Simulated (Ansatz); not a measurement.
# SiGeO4: the cost of one run

Computed with Ansatz 0.2.0 (DFT PBE, scalar-relativistic, plane waves, PAW, unless a step's input says otherwise).

### Step 1. The system as given

It takes space group C222_1 (No. 20, orthorhombic). Conventional cell: a = 7.179 Å, b = 7.187 Å, c = 7.118 Å, α = 90.00°, β = 90.00°, γ = 90.00°. Si (site symmetry 2) is surrounded by 4 O at 1.63 to 1.64 Å. Ge (site symmetry 2) has 4 O at 1.76 Å as nearest neighbours. O (site symmetry 1) is surrounded by 1 Si at 1.64 Å and 1 Ge at 1.76 Å. O (site symmetry 1) has 1 Si at 1.63 Å and 1 Ge at 1.76 Å as nearest neighbours.

As a file:

```cif
data_structure
_symmetry_space_group_name_H-M 'P 1'
_symmetry_Int_Tables_number 1
_cell_length_a 5.0790
_cell_length_b 5.0790
_cell_length_c 7.1183
_cell_angle_alpha 90.000
_cell_angle_beta 90.000
_cell_angle_gamma 89.940
_cell_volume 183.62
loop_
_atom_site_label
_atom_site_type_symbol
_atom_site_fract_x
_atom_site_fract_y
_atom_site_fract_z
_atom_site_occupancy
Si1 Si 0.80943 0.80943 0.50000 1
Si2 Si 0.19057 0.19057 0.00000 1
Ge1 Ge 0.30911 0.69089 0.25000 1
Ge2 Ge 0.69089 0.30911 0.75000 1
O1 O 0.23612 0.87917 0.04983 1
O2 O 0.76388 0.12083 0.54983 1
O3 O 0.12083 0.76388 0.45017 1
O4 O 0.35851 0.26963 0.81249 1
O5 O 0.87917 0.23612 0.95017 1
O6 O 0.26963 0.35851 0.18751 1
O7 O 0.73037 0.64149 0.68751 1
O8 O 0.64149 0.73037 0.31249 1
```

It is the end of an earlier relaxation with the same method, from a generated guess; it needn't be the stable form of this composition. At a tolerance of 0.02 Å it has space group C222_1 (No. 20); it has 15.30 Å³/atom, an uncorrected energy of -2.17 eV/atom over the elements.

### Step 2. Bands, states and charges

Contents of input.yaml:

```yaml
crystal:
  lattice:
    - [3.5932739052, -3.5895008163, 0.0]
    - [3.5932739052, 3.5895008163, 0.0]
    - [0.0, 0.0, 7.1183060464]
  atoms:
    - { symbol: Si, position: [0.8094338061, 0.8094338061, 0.5] }
    - { symbol: Si, position: [0.1905661939, 0.1905661939, 0.0] }
    - { symbol: Ge, position: [0.3091088141, 0.6908911859, 0.25] }
    - { symbol: Ge, position: [0.6908911859, 0.3091088141, 0.75] }
    - { symbol: O, position: [0.2361153413, 0.8791660032, 0.049831303] }
    - { symbol: O, position: [0.7638846587, 0.1208339968, 0.549831303] }
    - { symbol: O, position: [0.1208339968, 0.7638846587, 0.450168697] }
    - { symbol: O, position: [0.3585111018, 0.2696299734, 0.8124919702] }
    - { symbol: O, position: [0.8791660032, 0.2361153413, 0.950168697] }
    - { symbol: O, position: [0.2696299734, 0.3585111018, 0.1875080298] }
    - { symbol: O, position: [0.7303700266, 0.6414888982, 0.6875080298] }
    - { symbol: O, position: [0.6414888982, 0.7303700266, 0.3124919702] }
basis:
  ecutwfc: 420
kpoints:
  mp_grid: { grid: [6, 6, 4] }
  band_path:
    path:
      - [[0.0, 0.0, 0.0], [0.5, 0.5, 0.0], [0.50052475, 0.49947525, 0.0]]
      - [[0.49947525, -0.49947525, 0.0], [0.0, 0.0, 0.0], [0.0, 0.0, 0.5], [0.49947525, -0.49947525, 0.5]]
      - [[0.50052475, 0.49947525, 0.5], [0.5, 0.5, 0.5], [0.5, 0.5, 0.0]]
      - [[0.0, 0.0, 0.0], [0.5, 0.0, 0.0], [0.5, 0.0, 0.5], [0.0, 0.0, 0.5], [0.5, 0.5, 0.5]]
    npoints: 10
hamiltonian:
  xc: pbe
scf:
  occupations: { method: gaussian, width: 0.02 }
  n_extra_bands: 30
output:
  forces: true
  stress: true
  eigenvalues: true
  populations: true
  dos: { projected: true, de: 0.02, nscf_kmesh: { grid: [9, 9, 6] } }
  bader: false
  write_density: true
  write_potential: true
  elf: true
  volumetric_format: npy
```

Launch:

```console
ansatz run input.yaml --threads 1 --pin off --max-ram 2560MiB --backend cpu --events-out ev --progress --plain --runs-dir out
```

Q: Estimate wall time and peak memory on 1 thread of Intel Xeon at 2.70GHz, shared host.

About 4.3 min, with a peak of 1.1 GiB.
